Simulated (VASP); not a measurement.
# CdSe: molecular dynamics with the cell free or held by constraints

CdSe, F-43m (no. 216), 8 atoms in the cell. PBE, constrained or biased molecular dynamics; PAW potentials Cd, Se (PBE set).

| Held coordinates | Spread of the volume (Å³) | Time (s) |
|---|---|---|
| none | 0.14 | 324 |
| volume held, shape free | 0.00 | 329 |
| angles held, lengths free | 0.42 | 303 |
| lengths in step, angles held | 4.21 | 352 |

Limits: each run has its own random start, so only a spread that vanishes tells of a constraint; the run is only 0.12 ps long, so its averages are rough.

## Input of the first row

INCAR:
```
PREC = Normal
EDIFF = 1E-5
LREAL = False
ALGO = Normal
NELMIN = 4
ISYM = 0
LWAVE = False
LCHARG = False
IBRION = 0
ISIF = 3
TEBEG = 300
POTIM = 2.0
RANDOM_SEED = 674332 0 0
ENCUT = 380
ISMEAR = 0
SIGMA = 0.05
MDALGO = 3
LANGEVIN_GAMMA = 10 10
LANGEVIN_GAMMA_L = 10
PMASS = 1000
NSW = 60
```

KPOINTS:
```
k-points
0
Gamma
  3 3 3
```

POSCAR:
```
CdSe
1.0
    6.1405423972      0.0000000000      0.0000000000
    0.0000000000      6.1405423972      0.0000000000
    0.0000000000      0.0000000000      6.1405423972
Cd Se
4 4
Direct
    0.0000000000      0.0000000000      0.0000000000
    0.0000000000      0.5000000000      0.5000000000
    0.5000000000      0.0000000000      0.5000000000
    0.5000000000      0.5000000000      0.0000000000
    0.2500000000      0.2500000000      0.7500000000
    0.2500000000      0.7500000000      0.2500000000
    0.7500000000      0.2500000000      0.2500000000
    0.7500000000      0.7500000000      0.7500000000
```

Commands:
```
cat potpaw_PBE.64/Cd/POTCAR potpaw_PBE.64/Se/POTCAR > POTCAR
mpirun -np 4 vasp_std > vasp.out
```

ICONST of row 4:
```
LA 1 2 0
LA 1 3 0
LA 2 3 0
LR 1 0
LR 2 0
LR 3 0
S 1.0 0.0 0.0 0.0 0.0 0.0 0
S 0.0 1.0 0.0 0.0 0.0 0.0 0
S 0.0 0.0 1.0 0.0 0.0 0.0 0
S 0 0 0 1 -1 0 0
S 0 0 0 1 0 -1 0
```

VASP 6.6.1 took 324 s on 4 cores (Intel Xeon Platinum 8259CL @ 2.50GHz (Skylake/Cascade Lake)), a shared host.
